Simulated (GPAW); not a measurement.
# WC (Cmmm) in GPAW: notebook

One crystal, WC, is run at these levels: PBE; tasks: phonons.

Everything below comes from runs of GPAW 26.7.0. Logs are shortened: lines on timing, memory, paths and dates and some standing lists are left out, and cuts for length are marked. The log counts tension as positive stress, the text compression.

### 1 The structure

It takes space group Cmmm (No. 65, orthorhombic). The conventional cell has a = 3.108 Å, b = 4.013 Å, c = 4.082 Å, α = 90.00°, β = 90.00°, γ = 90.00°. W (site symmetry mmm) is surrounded by 4 W at 2.54 Å and 8 C at 2.57 to 2.86 Å. Around C (site symmetry mmm) lie 4 C at 2.54 Å and 8 W at 2.57 to 2.86 Å.

The cell was built by a generator and needn't be a form met in nature.

### 2 Phonons, PBE

run.py reads:

```python
import json
import numpy as np
from ase import Atoms
from ase.constraints import FixSymmetry
from ase.io import read, write
from ase.optimize import BFGS
from phonopy import Phonopy
from phonopy.structure.atoms import PhonopyAtoms
from gpaw import GPAW, PW

atoms = read('WC.xyz')

calc = GPAW(mode=PW(680),
            xc='PBE',
            kpts={'size': (9, 9, 6), 'gamma': True},
            occupations={'name': 'fermi-dirac', 'width': 0.05},
            nbands=19,
            convergence={'density': 1e-06, 'eigenstates': 1e-09},
            maxiter=150,
            txt='gpaw.txt')
atoms.calc = calc
atoms.set_constraint(FixSymmetry(atoms))
BFGS(atoms, trajectory='relax.traj', logfile='-').run(fmax=0.005, steps=40)
atoms.set_constraint()
energy = atoms.get_potential_energy()
forces = atoms.get_forces()
stress = atoms.get_stress()
calc.write('gs.gpw')
write('result.traj', atoms)
print('Cell:', atoms.cell.cellpar().round(4))
print(atoms.get_scaled_positions().round(5))

def force_constants(scale):
    unit = PhonopyAtoms(symbols=atoms.get_chemical_symbols(), cell=atoms.cell[:] * scale**(1 / 3),
                        scaled_positions=atoms.get_scaled_positions())
    ph = Phonopy(unit, supercell_matrix=np.diag([1, 1, 1]), primitive_matrix=np.eye(3), symprec=1e-4)
    ph.generate_displacements(distance=0.02)
    forces = []
    for i, sc in enumerate(ph.supercells_with_displacements):
        a = Atoms(sc.symbols, cell=sc.cell, scaled_positions=sc.scaled_positions, pbc=True)
        c = GPAW(mode=PW(680),
                 xc='PBE',
                 kpts={'size': (9, 9, 6), 'gamma': True},
                 occupations={'name': 'fermi-dirac', 'width': 0.05},
                 nbands=19,
                 convergence={'density': 1e-06, 'eigenstates': 1e-09},
                 maxiter=150,
                 txt=f'disp-{scale:.3f}-{i:02d}.txt')
        a.calc = c
        f = a.get_forces()
        forces.append(f - f.mean(axis=0))
        print(f'displacement {i}: drift', f.mean(axis=0).round(5), flush=True)
    ph.forces = forces
    ph.produce_force_constants()
    ph.symmetrize_force_constants()
    return ph

qpoints = [[0.0, 0.0, 0.0]]
results = {}
for scale in [1.0]:
    ph = force_constants(scale)
    ph.run_qpoints(qpoints)
    nu = ph.qpoints.frequencies * 33.35641  # THz to cm^-1
    results[f'{scale:.3f}'] = nu.tolist()
    for qp, f in zip(qpoints, nu):
        print(scale, np.round(qp, 4), f.round(2))
json.dump(results, open('phonons.json', 'w'))
```

WC.xyz reads:

```xyz
2
Lattice="1.5538477680 -2.0063500278 0.0000000000 1.5538477680 2.0063500278 0.0000000000 0.0000000000 0.0000000000 4.0821777287" Properties=species:S:1:pos:R:3 pbc="T T T"
W      1.5538477680      0.0000000000      2.0410888644
C      0.0000000000      0.0000000000      0.0000000000
```

Potentials or basis: GPAW PAW data sets (gpaw-data 1.2.1), pw.

Command:

```bash
OMP_NUM_THREADS=1 python run.py
```

gpaw.txt:

```text
__  _  _
 | _ |_)|_||  |
 |__||  | ||/\| - 26.7.0

Input parameters:
  mode=PW(ecut=680.0),
  convergence={'density': 1e-06, 'eigenstates': 1e-09},
  kpts=MonkhorstPack(size=(9, 9, 6), gamma=True),
  maxiter=150,
  nbands=19,
  occupations=Occupations(name='fermi-dirac', width=0.05),
  xc=XC(name='PBE')

Diagonalizing LCAO Hamiltonian
Converting LCAO to pw mode

           W

       C

Atoms  # Å, Bohr magnetons
|   | symbol |        x |        y |        z |    initial magnetic moments |
|---|--------|----------|----------|----------|-----------------------------|
| 0 |      W | 1.553848 | 0.000000 | 2.041089 | ( 0.0000,  0.0000,  0.0000) |
| 1 |      C | 0.000000 | 0.000000 | 0.000000 | ( 0.0000,  0.0000,  0.0000) |

Unit cell  # Å
| periodic |        x |         y |        z |  lengths |     angles |
|----------|----------|-----------|----------|----------|------------|
|      yes | 1.553848 | -2.006350 | 0.000000 | 2.537693 |  90.000000 |
|      yes | 1.553848 |  2.006350 | 0.000000 | 2.537693 |  90.000000 |
|      yes | 0.000000 |  0.000000 | 4.082178 | 4.082178 | 104.486947 |

Number of symmetries: 8
Symmetry operations  # r_c * U_cc + t_c -> r_c
|   | kind |            matrix            |
|---|------|------------------------------|
| 0 |  E   |  1, 0, 0,  0, 1, 0,  0, 0, 1 |
| 1 |  σ   |  1, 0, 0,  0, 1, 0,  0, 0,-1 |
| 2 |  σ   |  0, 1, 0,  1, 0, 0,  0, 0, 1 |
| 3 |  C2  |  0, 1, 0,  1, 0, 0,  0, 0,-1 |
| 4 |  σ   |  0,-1, 0, -1, 0, 0,  0, 0, 1 |
| 5 |  C2  |  0,-1, 0, -1, 0, 0,  0, 0,-1 |
| 6 |  C2  | -1, 0, 0,  0,-1, 0,  0, 0, 1 |
| 7 |  i   | -1, 0, 0,  0,-1, 0,  0, 0,-1 |

BZ-sampling:
  Number of BZ points: 486
  Number of IBZ points: 100

  Monkhorst-Pack size: [9, 9, 6]
  Monkhorst-Pack shift: [0.0, 0.0, 0.08333333333333333]

K-points  # in reciprocal-cell coordinates
|     |                                coordinates |     weight |
|-----|--------------------------------------------|------------|
|   0 | (  0.00000000,   0.00000000,   0.00000000) | 0.00205761 |
|   1 | (  0.00000000,   0.00000000,   0.16666667) | 0.00411523 |
|   2 | (  0.00000000,   0.00000000,   0.33333333) | 0.00411523 |
|   3 | (  0.00000000,   0.00000000,   0.50000000) | 0.00205761 |
|   4 | (  0.11111111,  -0.11111111,   0.00000000) | 0.00411523 |
|   5 | (  0.11111111,  -0.11111111,   0.16666667) | 0.00823045 |
|   6 | (  0.11111111,  -0.11111111,   0.33333333) | 0.00823045 |
|   7 | (  0.11111111,  -0.11111111,   0.50000000) | 0.00411523 |
|   8 | (  0.11111111,   0.00000000,   0.00000000) | 0.00823045 |
|   9 | (  0.11111111,   0.00000000,   0.16666667) | 0.01646091 |
| ... |                                            |            |
|  99 | (  0.44444444,   0.44444444,   0.50000000) | 0.00411523 |

Plane wave coefficients: 1058
Cutoff: 680.0 eV

Spin-components: 1 (collinear spins)
Bands:           19
Projectors:      11
Spin-degeneracy: 2
Datatype:        complex128

Parallelization:
  kpt:    1
  domain: 1
  band:   1

Density:
  Valence electrons: 18.0
  Components: 1
  Grid points: [16 16 25]
  Charge: 0.0  # |e|

Potential:
  Grid points: [16 16 25]

species:
  W:
    name:    Tungsten
    Z:       74.0
    valence: 14
    core:    60
    charge:  0.0  # [|e|]
    compensation charges:
      type: gauss
      rc: 0.40  # [Å]
      lmax: 2
    cutoffs:
      filter: 2.36  # [Å]
      core: 3.02  # [Å]
    projectors
    | kind |    occ | energy [eV] | rcut [Å] |
    |------|--------|-------------|----------|
    |   5s |  2.000 |     -78.830 |    1.344 |
    |   6s |  2.000 |      -5.697 |    1.344 |
    |   5p |  6.000 |     -43.233 |    1.355 |
    |   6p |  0.000 |      -1.367 |    1.355 |
    |   5d |  4.000 |      -4.494 |    1.228 |
    |    d |        |      22.717 |    1.228 |

    Using partial waves for W as LCAO basis

  C:
    name:    Carbon
    Z:       6.0
    valence: 4
    core:    2
    charge:  0.0  # [|e|]
    compensation charges:
      type: gauss
      rc: 0.20  # [Å]
      lmax: 2
    cutoffs:
      filter: 1.14  # [Å]
      core: 1.14  # [Å]
    projectors
    | kind |    occ | energy [eV] | rcut [Å] |
    |------|--------|-------------|----------|
    |   2s |  2.000 |     -13.751 |    0.635 |
    |   2p |  2.000 |      -5.284 |    0.635 |
    |    s |        |      13.461 |    0.635 |
    |    p |        |      21.927 |    0.635 |
    |    d |        |       0.000 |    0.635 |

    Using partial waves for C as LCAO basis

Reference energy: -439799.299771  # eV

eigensolver:
  PPCG
  Converge bands: occupied
  niter=2

density mixing:
  MSR1-Mixer
  Pratt-step length: 0.05
  Maximum mixing coefficient: 0.75
  Old densities: 10
  SVD Regularization: 0.005
  Good broyden scale: 1.0
  Trust region scale: 1.0
  Backstep threshold: 4.0
  History deletion threshold: 6.0
  Fourier metric: weight=20.0, sigma=0.015

occupation numbers:
  Fermi-Dirac:
    width: 0.0500  # eV

poisson solver:
  ecut: 5440.0  # eV

xc functional:
  name: PBE with 2 nearest neighbor stencil

convergence criteria:
- Maximum integral of absolute [dens]ity change: 1e-06 electrons / valence electron
- Maximum integral of absolute [eigenst]ate change: 1e-09 eV^2 / valence electron
- Maximum [total energy] change in last 3 cyles: 0.0005 eV / valence electron
maximum number of iterations: 150

SCF iterations
|iter     | |      energy | eigst |  dens |
|---------|-|-------------|-------|-------|
|iter:   1| |  -16.341966 | -0.15 |       |
|iter:   2| |  -16.262453 | -2.91 | -1.14 |
|iter:   3| |  -16.052304 | -2.13 | -1.19 |
|iter:   4| |  -16.024157 | -2.61 | -1.54 |
|iter:   5| |  -16.025194 | -4.22 | -2.19 |
|iter:   6| |  -16.025270c| -4.75 | -2.38 |
|iter:   7| |  -16.025270c| -6.24 | -3.53 |
|iter:   8| |  -16.025271c| -7.71 | -3.97 |
|iter:   9| |  -16.025271c| -9.16c| -4.98 |
|iter:  10| |  -16.025271c| -9.74c| -5.60 |
|iter:  11| |  -16.025271c|-10.59c| -6.36c|

Converged in 11 steps
Energy contributions relative to reference atoms: (reference = -439799.299771)

Energy contributions:
  Kinetic:           2.412527
  Coulomb:          -4.406215
  Zero:             -0.013558
  External:          0.000000
  Xc:              -14.011435
  Entropy:          -0.013179
  Spinorbit:         0.000000
  ----------------------------
  Free energy:     -16.031860
  Extrapolated:    -16.025271

dipole moment: (-6.240624, -0.000000, -8.197500)  # |e|*Ang

Fermi level: 11.677
Eigenvalues  # (at kpt = [0.000, 0.000, 0.000])
| band index |      eig [eV] | occ [0-2] |
|------------|---------------|-----------|
|          0 |       -62.884 |     2.000 |
|          1 |       -27.499 |     2.000 |
|          2 |       -26.590 |     2.000 |
|          3 |       -26.266 |     2.000 |
|          4 |        -1.949 |     2.000 |
|          5 |         5.397 |     2.000 |
|          6 |         7.478 |     2.000 |
|          7 |         7.827 |     2.000 |
|          8 |        13.894 |     0.000 |
|          9 |        13.932 |     0.000 |
|         10 |        14.690 |     0.000 |
|         11 |        14.936 |     0.000 |
|         12 |        14.949 |     0.000 |
|         13 |        15.152 |     0.000 |
|         14 |        25.166 |     0.000 |
|         15 |        27.847 |     0.000 |
|        ... |               |           |
|         18 |        30.868 |     0.000 |

No gap
No difference between direct/indirect transitions

Forces  # eV/Ang
|        x |       y |       z |
|----------|---------|---------|
| -0.00000 | 0.00000 | 0.00000 |  # W    0
| -0.00000 | 0.00000 | 0.00000 |  # C    1

Stress tensor  # eV/Ang^3
|         x |         y |        z |
|-----------|-----------|----------|
|  0.070638 | -0.000000 | 0.000000 |
| -0.000000 | -0.219493 | 0.000000 |
|  0.000000 |  0.000000 | 0.395984 |

# Writing to gs.gpw (mode='')
```

It took 2.4 min on 1 thread of Arm Neoverse V2, shared host; peak memory 0.46 GiB.

What came out:

```yaml
Free_energy: -16.0319 eV
Pressure_after_relaxing: -13.2 GPa
Band_gap_on_the_k_mesh: none (metal or under the smearing width)
Highest_phonon_frequency_at_Γ: 0 cm⁻¹
Most_unstable_mode: 386i cm⁻¹
```

Stress tensor (GPa, compression positive):
```
-11.32   0.00   0.00
  0.00  35.17   0.00
  0.00   0.00 -63.44
```

Final structure:
```xyz
2
Lattice="1.5538 -2.0064 0.0000 1.5538 2.0064 0.0000 0.0000 0.0000 4.0822" Properties=species:S:1:pos:R:3 pbc="T T T"
W     1.5538    0.0000    2.0411
C     0.0000    0.0000    0.0000
```

Phonon frequencies in cm⁻¹ (negative: imaginary):
```tsv
q point	frequencies
(0.000, 0.000, 0.000)	-386 -304 -197 0 0 0
```

Caveat: the cell is more than 3 GPa from zero pressure, which shifts response properties; the cutoff is short for stress and forces, so pressures can be off by a GPa or more; some modes are imaginary. Spin-orbit coupling is left out, which matters for the levels of W.

### 3 Phonons, PBE

This run uses another cell than the first one, of 11.98 Å³/atom, 0.941 times its volume.

run.py is that of step 2.

WC.xyz reads:

```xyz
2
Lattice="1.5227624375 -1.9662122132 0.0000000000 1.5227624375 1.9662122132 0.0000000000 0.0000000000 0.0000000000 4.0005121714" Properties=species:S:1:pos:R:3 pbc="T T T"
W      1.5227624375      0.0000000000      2.0002560857
C      0.0000000000      0.0000000000      0.0000000000
```

Potentials or basis: GPAW PAW data sets (gpaw-data 1.2.1), pw.

Command:

```bash
OMP_NUM_THREADS=1 python run.py
```

gpaw.txt:

```text
__  _  _
 | _ |_)|_||  |
 |__||  | ||/\| - 26.7.0

Input parameters:
  mode=PW(ecut=680.0),
  convergence={'density': 1e-06, 'eigenstates': 1e-09},
  kpts=MonkhorstPack(size=(9, 9, 6), gamma=True),
  maxiter=150,
  nbands=19,
  occupations=Occupations(name='fermi-dirac', width=0.05),
  xc=XC(name='PBE')

Diagonalizing LCAO Hamiltonian
Converting LCAO to pw mode

           W

       C

Atoms  # Å, Bohr magnetons
|   | symbol |        x |        y |        z |    initial magnetic moments |
|---|--------|----------|----------|----------|-----------------------------|
| 0 |      W | 1.522762 | 0.000000 | 2.000256 | ( 0.0000,  0.0000,  0.0000) |
| 1 |      C | 0.000000 | 0.000000 | 0.000000 | ( 0.0000,  0.0000,  0.0000) |

Unit cell  # Å
| periodic |        x |         y |        z |  lengths |     angles |
|----------|----------|-----------|----------|----------|------------|
|      yes | 1.522762 | -1.966212 | 0.000000 | 2.486925 |  90.000000 |
|      yes | 1.522762 |  1.966212 | 0.000000 | 2.486925 |  90.000000 |
|      yes | 0.000000 |  0.000000 | 4.000512 | 4.000512 | 104.486947 |

Number of symmetries: 8
Symmetry operations  # r_c * U_cc + t_c -> r_c
|   | kind |            matrix            |
|---|------|------------------------------|
| 0 |  E   |  1, 0, 0,  0, 1, 0,  0, 0, 1 |
| 1 |  σ   |  1, 0, 0,  0, 1, 0,  0, 0,-1 |
| 2 |  σ   |  0, 1, 0,  1, 0, 0,  0, 0, 1 |
| 3 |  C2  |  0, 1, 0,  1, 0, 0,  0, 0,-1 |
| 4 |  σ   |  0,-1, 0, -1, 0, 0,  0, 0, 1 |
| 5 |  C2  |  0,-1, 0, -1, 0, 0,  0, 0,-1 |
| 6 |  C2  | -1, 0, 0,  0,-1, 0,  0, 0, 1 |
| 7 |  i   | -1, 0, 0,  0,-1, 0,  0, 0,-1 |

BZ-sampling:
  Number of BZ points: 486
  Number of IBZ points: 100

  Monkhorst-Pack size: [9, 9, 6]
  Monkhorst-Pack shift: [0.0, 0.0, 0.08333333333333333]

K-points  # in reciprocal-cell coordinates
|     |                                coordinates |     weight |
|-----|--------------------------------------------|------------|
|   0 | (  0.00000000,   0.00000000,   0.00000000) | 0.00205761 |
|   1 | (  0.00000000,   0.00000000,   0.16666667) | 0.00411523 |
|   2 | (  0.00000000,   0.00000000,   0.33333333) | 0.00411523 |
|   3 | (  0.00000000,   0.00000000,   0.50000000) | 0.00205761 |
|   4 | (  0.11111111,  -0.11111111,   0.00000000) | 0.00411523 |
|   5 | (  0.11111111,  -0.11111111,   0.16666667) | 0.00823045 |
|   6 | (  0.11111111,  -0.11111111,   0.33333333) | 0.00823045 |
|   7 | (  0.11111111,  -0.11111111,   0.50000000) | 0.00411523 |
|   8 | (  0.11111111,   0.00000000,   0.00000000) | 0.00823045 |
|   9 | (  0.11111111,   0.00000000,   0.16666667) | 0.01646091 |
| ... |                                            |            |
|  99 | (  0.44444444,   0.44444444,   0.50000000) | 0.00411523 |

Plane wave coefficients: 982
Cutoff: 680.0 eV

Spin-components: 1 (collinear spins)
Bands:           19
Projectors:      11
Spin-degeneracy: 2
Datatype:        complex128

Parallelization:
  kpt:    1
  domain: 1
  band:   1

Density:
  Valence electrons: 18.0
  Components: 1
  Grid points: [15 15 25]
  Charge: 0.0  # |e|

Potential:
  Grid points: [15 15 25]

species:
  W:
    name:    Tungsten
    Z:       74.0
    valence: 14
    core:    60
    charge:  0.0  # [|e|]
    compensation charges:
      type: gauss
      rc: 0.40  # [Å]
      lmax: 2
    cutoffs:
      filter: 2.36  # [Å]
      core: 3.02  # [Å]
    projectors
    | kind |    occ | energy [eV] | rcut [Å] |
    |------|--------|-------------|----------|
    |   5s |  2.000 |     -78.830 |    1.344 |
    |   6s |  2.000 |      -5.697 |    1.344 |
    |   5p |  6.000 |     -43.233 |    1.355 |
    |   6p |  0.000 |      -1.367 |    1.355 |
    |   5d |  4.000 |      -4.494 |    1.228 |
    |    d |        |      22.717 |    1.228 |

    Using partial waves for W as LCAO basis

  C:
    name:    Carbon
    Z:       6.0
    valence: 4
    core:    2
    charge:  0.0  # [|e|]
    compensation charges:
      type: gauss
      rc: 0.20  # [Å]
      lmax: 2
    cutoffs:
      filter: 1.14  # [Å]
      core: 1.14  # [Å]
    projectors
    | kind |    occ | energy [eV] | rcut [Å] |
    |------|--------|-------------|----------|
    |   2s |  2.000 |     -13.751 |    0.635 |
    |   2p |  2.000 |      -5.284 |    0.635 |
    |    s |        |      13.461 |    0.635 |
    |    p |        |      21.927 |    0.635 |
    |    d |        |       0.000 |    0.635 |

    Using partial waves for C as LCAO basis

Reference energy: -439799.299771  # eV

eigensolver:
  PPCG
  Converge bands: occupied
  niter=2

density mixing:
  MSR1-Mixer
  Pratt-step length: 0.05
  Maximum mixing coefficient: 0.75
  Old densities: 10
  SVD Regularization: 0.005
  Good broyden scale: 1.0
  Trust region scale: 1.0
  Backstep threshold: 4.0
  History deletion threshold: 6.0
  Fourier metric: weight=20.0, sigma=0.015

occupation numbers:
  Fermi-Dirac:
    width: 0.0500  # eV

poisson solver:
  ecut: 5440.0  # eV

xc functional:
  name: PBE with 2 nearest neighbor stencil

convergence criteria:
- Maximum integral of absolute [dens]ity change: 1e-06 electrons / valence electron
- Maximum integral of absolute [eigenst]ate change: 1e-09 eV^2 / valence electron
- Maximum [total energy] change in last 3 cyles: 0.0005 eV / valence electron
maximum number of iterations: 150

SCF iterations
|iter     | |      energy | eigst |  dens |
|---------|-|-------------|-------|-------|
|iter:   1| |  -16.381060 | -0.10 |       |
|iter:   2| |  -16.313641 | -2.92 | -1.16 |
|iter:   3| |  -16.122457 | -2.09 | -1.20 |
|iter:   4| |  -16.092584 | -2.71 | -1.55 |
|iter:   5| |  -16.093508 | -4.33 | -2.20 |
|iter:   6| |  -16.093896c| -4.90 | -2.48 |
|iter:   7| |  -16.093901c| -6.92 | -3.63 |
|iter:   8| |  -16.093903c| -8.01 | -4.07 |
|iter:   9| |  -16.093903c| -9.59c| -5.12 |
|iter:  10| |  -16.093903c|-10.08c| -5.76 |
|iter:  11| |  -16.093903c|-11.08c| -6.68c|

Converged in 11 steps
Energy contributions relative to reference atoms: (reference = -439799.299771)

Energy contributions:
  Kinetic:          11.461098
  Coulomb:         -11.777049
  Zero:             -0.013896
  External:          0.000000
  Xc:              -15.758494
  Entropy:          -0.011122
  Spinorbit:         0.000000
  ----------------------------
  Free energy:     -16.099464
  Extrapolated:    -16.093903

dipole moment: (-6.110252, -0.000000, -8.026248)  # |e|*Ang

Fermi level: 12.662
Eigenvalues  # (at kpt = [0.000, 0.000, 0.000])
| band index |      eig [eV] | occ [0-2] |
|------------|---------------|-----------|
|          0 |       -61.914 |     2.000 |
|          1 |       -26.537 |     2.000 |
|          2 |       -25.509 |     2.000 |
|          3 |       -25.153 |     2.000 |
|          4 |        -1.490 |     2.000 |
|          5 |         6.096 |     2.000 |
[... 8 lines left out ...]
|         14 |        26.953 |     0.000 |
|         15 |        29.400 |     0.000 |
|        ... |               |           |
|         18 |        32.227 |     0.000 |

No gap
No difference between direct/indirect transitions

Forces  # eV/Ang
|       x |       y |       z |
|---------|---------|---------|
| 0.00000 | 0.00000 | 0.00000 |  # W    0
| 0.00000 | 0.00000 | 0.00000 |  # C    1

Stress tensor  # eV/Ang^3
|         x |         y |        z |
|-----------|-----------|----------|
| -0.020968 |  0.000000 | 0.000000 |
|  0.000000 | -0.356934 | 0.000000 |
|  0.000000 |  0.000000 | 0.393541 |

# Writing to gs.gpw (mode='')
```

It took 2.3 min on 1 thread of Arm Neoverse V2, shared host; peak memory 0.44 GiB.

What came out:

| Property | Result |
| --- | --- |
| Free energy | -16.0995 eV |
| Pressure after relaxing | -0.8 GPa |
| Band gap on the k mesh | none (metal or under the smearing width) |
| Highest phonon frequency at Γ | 0 cm⁻¹ |
| Most unstable mode | 348i cm⁻¹ |

Stress tensor (GPa, compression positive):
```
  3.36   0.00   0.00
  0.00  57.19   0.00
  0.00   0.00 -63.05
```

Final structure:
```
W C
1.0
     1.52276   -1.96621    0.00000
     1.52276    1.96621    0.00000
     0.00000    0.00000    4.00051
W C
1 1
Direct
  0.50000 0.50000 0.50000
  0.00000 0.00000 0.00000
```

Phonon frequencies in cm⁻¹ (negative: imaginary):
```
              q point           frequencies
(0.000, 0.000, 0.000)  -348 -304 -210 0 0 0
```

Caveat: the cutoff is short for stress and forces, so pressures can be off by a GPa or more; some modes are imaginary.

(Part 1 of 2 ends here.)
